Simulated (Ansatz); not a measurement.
The system is Ti.

```
Ti
1.0
     4.56737    0.00000    0.00000
    -2.28369    3.95546    0.00000
     0.00000    0.00000    2.82624
Ti
3
Direct
  0.66667 0.33333 0.50000
  0.33333 0.66667 0.50000
  0.00000 0.00000 0.00000
```

This isn't the form of Ti at room conditions, which is hcp.

* Program: Ansatz 0.2.0
* Task: relaxation of cell and atoms
* Functional: RPBE
* Potentials or basis: all-electron LAPW, scalar-relativistic
* Basis error allowed: 0.002 eV/atom
* k mesh: 7 × 7 × 9
* Occupations: fermi-dirac, width 0.05 eV
* Spin: no spin polarisation

At the start: volume 17.02 Å³/atom.

Task: Where does the relaxation end?

Result: Over 5 steps the energy falls by 7.6 meV/atom and the volume is 17.64 Å³/atom (+3.6 %); space group P6/mmm (No. 191, to 0.05 Å).

Step by step:
| step | energy change (eV) | largest force (eV/Å) | volume (Å³) |
| --- | --- | --- | --- |
| 1 | 0.0000 | 0.0000 | 51.06 |
| 2 | -0.0072 | 0.0000 | 54.49 |
| 3 | -0.0228 | 0.0000 | 52.99 |
| 4 | -0.0229 | 0.0000 | 52.92 |
| 5 | -0.0229 | 0.0000 | 52.92 |

Final structure:
```
Ti
1.0
     4.62635    0.00000    0.00000
    -2.31317    4.00653    0.00000
     0.00000    0.00000    2.85517
Ti
3
Cartesian
  2.3132 1.3355 1.4276
  0.0000 2.6710 1.4276
  0.0000 0.0000 0.0000
```
